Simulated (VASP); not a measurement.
Write the native input for VASP 6.6.1 that does the following.

| Quantity | Value |
| --- | --- |
| Task | single point |
| Functional | PBE |
| Potentials or basis | VASP PAW PBE potentials, release 64 (K_sv, F) |
| Cutoff | 520 eV |
| k mesh | 8 × 8 × 8 |
| Occupations | fermi-dirac, width 0.02 eV |
| Spin | no spin polarisation |
| Dipole correction | no |
| Further INCAR settings | ALGO = Fast; EDIFF = 1e-06; NBANDS = 15 |

The structure of KF lies in POSCAR:

```
KF
1.0
    0.0000000000      2.6589605554      2.6589605554
    2.6722553582      0.0000000000      2.6589605554
    2.6722553582      2.6589605554      0.0000000000
K F
1 1
Direct
    0.0000000000      0.0000000000      0.0000000000
    0.5000000000      0.5000000000      0.5000000000
```

The cell was built by a generator and needn't be a form met in nature.

The cell isn't the ideal one: uniaxial_x strain +0.5%.

These files were run (other wordings do the same):

INCAR

```
SYSTEM = KF
PREC     = Accurate       ! precision mode
ENCUT    = 520            ! plane-wave cutoff, eV
EDIFF    = 1E-6           ! SCF threshold, eV
ISMEAR   = -1             ! smearing method
SIGMA    = 0.02           ! smearing width, eV
LREAL    = .FALSE.        ! projectors in reciprocal space
LASPH    = .TRUE.         ! aspherical terms in the spheres
NELM     = 60             ! most SCF steps
ALGO     = Fast           ! electronic algorithm
ISIF     = 2              ! what is computed and relaxed
LWAVE    = .FALSE.        ! write WAVECAR
LCHARG   = .FALSE.        ! write CHGCAR
GGA      = PE             ! functional
NBANDS   = 15             ! bands
```

KPOINTS

```
Automatic mesh
0
G
  8 8 8
  0 0 0
```

Potentials or basis: VASP PAW PBE potentials, release 64 (K_sv, F).

The run is started by

```console
$ cat potpaw_PBE.64/K_sv/POTCAR potpaw_PBE.64/F/POTCAR > POTCAR
$ mpirun -np 1 vasp_std > vasp.out
```

It gave:

```
Pressure               : 1.8 GPa
Band gap on the k mesh : 6.21 eV, direct
```

Wall time 35 s on 1 thread of AMD EPYC 7R13 Processor (Zen 3), with other jobs on the host, peak memory 0.14 GiB.
